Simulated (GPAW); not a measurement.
The system is Pt.

```xyz
1
Lattice="0.0000 1.9609 1.9609 1.9609 0.0000 1.9609 1.9609 1.9609 0.0000" Properties=species:S:1:pos:R:3 pbc="T T T"
Pt    0.0000    0.0000    0.0000
```

Base run:

| Quantity | Value |
| --- | --- |
| Program | GPAW 26.7.0 |
| Functional | SCAN |
| Potentials or basis | GPAW PAW data sets (gpaw-data 1.2.1) |
| Cutoff | 600 eV |
| Basis | pw |
| k mesh | 9 × 9 × 9 |
| Occupations | fermi-dirac, width 0.05 eV |
| Spin | spin-orbit coupling, no magnetisation |

Its results: pressure -3.0 GPa.

The run is repeated on the same cell with these changes: functional from SCAN to r4SCAN; spin axis theta (degrees) from 54.7 to 90. What comes out?

Pressure 4.1 GPa.

Caveats: spin-orbit coupling was added after a scalar SCF, so levels and gaps hold it while energy, forces, pressure and moments don't; the PAW data sets were made with another functional, which shifts forces and pressure a little.
